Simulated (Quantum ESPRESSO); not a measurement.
Set up this calculation in Quantum ESPRESSO 7.5, as the native input.

```yaml
Task: single point
Functional: PBE
Potentials_or_basis: SG15 PBE 1.2
Cutoff: 1020 eV
Density_cutoff: 4082 eV
k_mesh: 4 × 4 × 4
Occupations: fermi-dirac, width 0.05 eV
Spin: no spin polarisation
Mixing_beta: 0.5
Most_SCF_iterations: 120
SCF_threshold: 4e-10 Ry
```

Crystal: TaN.

```
Ta N
1.0
     2.93800    0.00000    0.00000
    -1.46900    2.54438    0.00000
     0.00000    0.00000    2.88300
Ta N
1 1
Direct
  0.00000 0.00000 0.50000
  0.66667 0.33333 0.00000
```

The input as run:

pw.in

```
&CONTROL
  calculation = 'scf'
  prefix = 'pwscf'
  outdir = './tmp'
  pseudo_dir = './pseudo'
  tprnfor = .true.
  tstress = .true.
  disk_io = 'nowf'
/
&SYSTEM
  ibrav = 0
  nat = 2
  ntyp = 2
  ecutwfc = 75
  nbnd = 24
  occupations = 'smearing'
  smearing = 'fd'
  degauss = 0.00367493
/
&ELECTRONS
  conv_thr = 4d-10
  electron_maxstep = 120
  mixing_beta = 0.5
/
ATOMIC_SPECIES
Ta   180.9479 Ta_ONCV_PBE-1.2.upf
N     14.0070 N_ONCV_PBE-1.2.upf
CELL_PARAMETERS angstrom
   2.9380000000    0.0000000000    0.0000000000
  -1.4690000000    2.5443826363    0.0000000000
   0.0000000000    0.0000000000    2.8830000000
ATOMIC_POSITIONS crystal
Ta     0.0000000000    0.0000000000    0.5000000000
N      0.6666666667    0.3333333333    0.0000000000
K_POINTS automatic
4 4 4 0 0 0
```

Potentials or basis: SG15 PBE 1.2.

Run with:

```sh
$ OMP_NUM_THREADS=2 pw.x -in pw.in > pw.out
```

Results of the run:

The band gap on the k mesh is none (metal or under the smearing width).

Caveat: the k mesh is coarse (spacing up to 0.62 Å⁻¹), so the values aren't converged.

Wall time 4.2 s on 2 threads of Arm Neoverse V2, on a shared host, peak memory 0.05 GiB.
